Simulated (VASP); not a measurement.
Wanted: the native input for a VASP 6.6.1 run.

- Task: single point
- Functional: LDA
- Potentials or basis: VASP PAW LDA potentials, release 64 (Ca_sv, O)
- Cutoff: 520 eV
- k mesh: 9 × 9 × 6
- Occupations: gaussian, width 0.05 eV
- Spin: no spin polarisation
- Dipole correction: no
- Further INCAR settings: ALGO = Normal; EDIFF = 1e-06; NBANDS = 24

The structure of CaO lies in POSCAR:

```
CaO
1.0
    3.9919758245      0.0000000000      0.0000000000
   -1.9959879122      3.4571524753      0.0000000000
    0.0000000000      0.0000000000      4.7848400100
Ca O
2 2
Direct
    0.3333333333      0.6666666667      0.7500000000
    0.6666666667      0.3333333333      0.2500000000
    0.3333333333      0.6666666667      0.2500000000
    0.6666666667      0.3333333333      0.7500000000
```

The cell comes from a database or a generator and needn't be the stable form of this composition.

The input as run:

INCAR

```
ALGO = Normal ; EDIFF = 1E-6
ENCUT = 520 ; ISIF = 2
ISMEAR = 0 ; LASPH = True
LCHARG = True ; LELF = True
LREAL = False ; LVHAR = True
LWAVE = False ; NBANDS = 24
NELM = 100 ; PREC = Accurate
SIGMA = 0.05
```

KPOINTS

```
k-points
0
Gamma
  9 9 6
```

Potentials or basis: VASP PAW LDA potentials, release 64 (Ca_sv, O).

Run with:

```sh
$ cat potpaw_LDA.64/Ca_sv/POTCAR potpaw_LDA.64/O/POTCAR > POTCAR
$ mpirun -np 1 vasp_std > vasp.out
```

It gave:

| Property | Result |
| --- | --- |
| Pressure | -5.1 GPa |
| Band gap on the k mesh | 3.00 eV, direct |

Caveat: an odd mesh through Γ misses points on the zone boundary, where band edges often lie.

It took 49 s on 1 thread of Intel(R) Xeon(R) Platinum 8559C (Emerald Rapids) (shared host), peak memory 0.19 GiB.
